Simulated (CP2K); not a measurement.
GaN:

```xyz
2
Lattice="3.0197 0.0000 0.0000 1.5098 2.6151 0.0000 1.5098 0.8717 2.4656" Properties=species:S:1:pos:R:3 pbc="T T T"
Ga    0.0000    0.0000    0.0000
N     3.0197    1.7434    1.2328
```

Measurements of this composition are mostly on another form, of space group No. 186.

Program: CP2K 2026.2. Alike in all runs: task band structure; no spin polarisation; cell as given; k mesh 11 × 11 × 11.

Order these runs on this cell by their band gap on the k mesh, lowest first.
A. level TB-mBJ; potentials or basis POTENTIAL_UZH Ga GTH-PBE-q13, N GTH-PBE-q5; TZVP-MOLOPT-PBE-GTH basis; smearing fermi-dirac 0.05 eV; EPS_DEFAULT 1.0E-9; NGRIDS 4; points a segment of the path (NPOINTS) 8; bands added on the path 6; CUTOFF of the grids 675 Ry
B. level r2SCAN; potentials or basis POTENTIAL_UZH Ga GTH-SCAN-q13, N GTH-SCAN-q5; TZVP-MOLOPT-SCAN-GTH basis; smearing fermi-dirac 0.05 eV; EPS_DEFAULT 1.0E-10; NGRIDS 5; points a segment of the path (NPOINTS) 6; bands added on the path 2; CUTOFF of the grids 675 Ry
C. level PBE; potentials or basis POTENTIAL_UZH Ga GTH-PBE-q13, N GTH-PBE-q5; TZVP-MOLOPT-PBE-GTH basis; smearing fermi-dirac 0.1 eV; EPS_DEFAULT 1.0E-10; NGRIDS 5; points a segment of the path (NPOINTS) 6; bands added on the path 6; CUTOFF of the grids 450 Ry

A (0.26 eV), C (0.47 eV), B (0.81 eV).

Caveats: the mesh misses the band edges, which the band path finds closer together; the basis of atomic orbitals isn't converged, which shifts pressures, moduli and gaps; this is a model potential without an energy functional, so only levels have meaning (some runs); the real-space grid breaks the cell's symmetry a little (some runs).
